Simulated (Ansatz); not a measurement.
# Sc under changes of volume

One of the cells (25.002 Å³/atom); the others are scaled copies at fixed shape and fractional positions:

```
Sc
1.0
     3.30900    0.00000    0.00000
    -1.65450    2.86568    0.00000
     0.00000    0.00000    5.27330
Sc
2
Direct
  0.66667 0.33333 0.75000
  0.33333 0.66667 0.25000
```

| Property | Result |
| --- | --- |
| Program | Ansatz 0.2.0 |
| Functional | PBEsol |
| Potentials or basis | all-electron LAPW, scalar-relativistic |
| Cutoff | 180 eV (chosen from the basis error) |
| Basis error allowed | 0.0005 eV/atom |
| k mesh | 9 × 9 × 5 |
| Occupations | fermi-dirac, width 0.05 eV |
| Spin | no spin polarisation |

```tsv
volume (Å³/atom)	energy over the lowest point (meV/atom)	pressure (GPa)
23.502	0.00	0.5
24.002	0.54	-0.7
24.502	?	?
25.002	12.03	-2.8
25.502	22.36	-3.7
26.002	35.44	-4.6
26.502	51.02	-5.3
```

What does the run at 24.502 Å³/atom give?

Energy over the lowest point 4.65 meV/atom; pressure -1.8 GPa.

Worked out: A Birch-Murnaghan fit of order 3 (a polynomial in V^(-2/3)) to the other rows has its minimum at 23.68 Å³/atom with B0 = V·E''(V) = 57 GPa and B' = 3.2 at fixed shape and positions, which overstates the stiffness. It gives 4.65 meV/atom at 24.502 Å³/atom, against the run's 4.65, and -dE/dV = -1.9 GPa, against -1.8.

Energies are extrapolated to zero smearing.
